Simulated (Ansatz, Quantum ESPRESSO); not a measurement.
**The electronic dielectric constant of KCl, sorted by core time**

**What was measured.** The electronic dielectric constant of KCl (Sylvite) (Fm-3m) is reported as 2.19 at 80 K (a printed reference work). The runs below try to reproduce it.

```xyz
2
Lattice="0.0000 3.1465 3.1465 3.1465 0.0000 3.1465 3.1465 3.1465 0.0000" Properties=species:S:1:pos:R:3 pbc="T T T"
K     0.0000    0.0000    0.0000
Cl    3.1465    3.1465    3.1465
```

| rung | level | program and potentials | cutoff (eV) | k mesh | task | core time | chip | electronic dielectric constant | miss | notes |
| --- | --- | --- | --- | --- | --- | --- | --- | --- | --- | --- |
| LDA | LDA | Ansatz, Ansatz PAW | 420 | 7 × 7 × 7 | Born charges and dielectric tensor | 6.4 s | Arm Neoverse V2 | 2.40 | +9.6 % | potentials made for PBE, which Ansatz adapts in part |
| GGA | PBE | Quantum ESPRESSO, SPMS 1.0 PBE | 912 | 4 × 4 × 4, shifted | phonons | 1.8 min | Intel Xeon 6975P-C Granite Rapids | 2.33 | +6.4 % | - |
| GGA | PBE | Quantum ESPRESSO, JTH 2.0 PBE | 707 | 4 × 4 × 4, shifted | phonons | 2.2 min | Intel Xeon 6975P-C Granite Rapids | 2.32 | +5.9 % | - |
| GGA | PBE | Quantum ESPRESSO, PseudoDojo 0.4 SR PBE stringent | 1007 | 4 × 4 × 4, shifted | phonons | 2.5 min | Intel Xeon 6975P-C Granite Rapids | 2.32 | +5.9 % | - |
| LDA | LDA | Quantum ESPRESSO, GBRV 1.5 LDA | 612 | 6 × 6 × 6, shifted | dielectric tensor | 2.9 min | Arm Neoverse V2 | 2.40 | +9.6 % | - |
| GGA | PBE | Quantum ESPRESSO, GBRV 1.5 PBE | 612 | 6 × 6 × 6, shifted | dielectric tensor | 3 min | Arm Neoverse V2 | 2.32 | +5.9 % | - |
| GGA | PBEsol | Quantum ESPRESSO, GBRV 1.5 PBEsol | 612 | 6 × 6 × 6, shifted | dielectric tensor | 3 min | Arm Neoverse V2 | 2.36 | +7.8 % | - |
| GGA | AM05 | Quantum ESPRESSO, GBRV 1.5 PBE | 612 | 6 × 6 × 6, shifted | dielectric tensor | 3.2 min | Arm Neoverse V2 | 2.33 | +6.4 % | potentials made for PBE |
| GGA | WC | Quantum ESPRESSO, GBRV 1.5 PBE | 612 | 6 × 6 × 6, shifted | dielectric tensor | 3.2 min | Arm Neoverse V2 | 2.35 | +7.3 % | potentials made for PBE |
| GGA | PBE | Quantum ESPRESSO, SSSP 1.3 efficiency PBE | 816 | 4 × 4 × 4, shifted | phonons | 4 min | Intel Xeon 6975P-C Granite Rapids | 2.32 | +5.9 % | - |
| LDA | LDA | Quantum ESPRESSO, GBRV 1.5 LDA | 612 | 4 × 4 × 4, shifted | phonons | 4.6 min | Arm Neoverse V1 | 2.51 | +14.6 % | cell relaxed first (27.96 Å³/atom) |
| GGA | revPBE | Quantum ESPRESSO, PseudoDojo 0.4 SR PBE stringent | 1007 | 4 × 4 × 4, shifted | phonons and Raman activities | 20 min | Arm Neoverse V1 | 2.28 | +4.1 % | potentials made for PBE |

Times are single runs on shared hosts and different chips, so they are rough; meshes, cutoffs and the tasks' sizes weigh on the time. All rows: no spin polarisation. The cell comes from a database and isn't always the measured one. Meshes differ between rows, which moves values too. All levels ran on this one cell, unrelaxed unless noted. Meshes are those of the run's cell of 2 atoms unless a note names another. Misses use the values as printed. Runs on faulty files, with rough fits or with known faults for this quantity aren't shown. No row holds spin-orbit coupling.

By rung: LDA 2.40; LDA in relaxed cells 2.51; GGA 2.28 to 2.36. Measured: 2.19 at 80 K (a printed reference work). Closest is revPBE (+4.1 %), and PBE misses by +5.9 % to +6.4 % on plain settings. The runs are for a static lattice, while measurements hold temperature and zero-point motion.
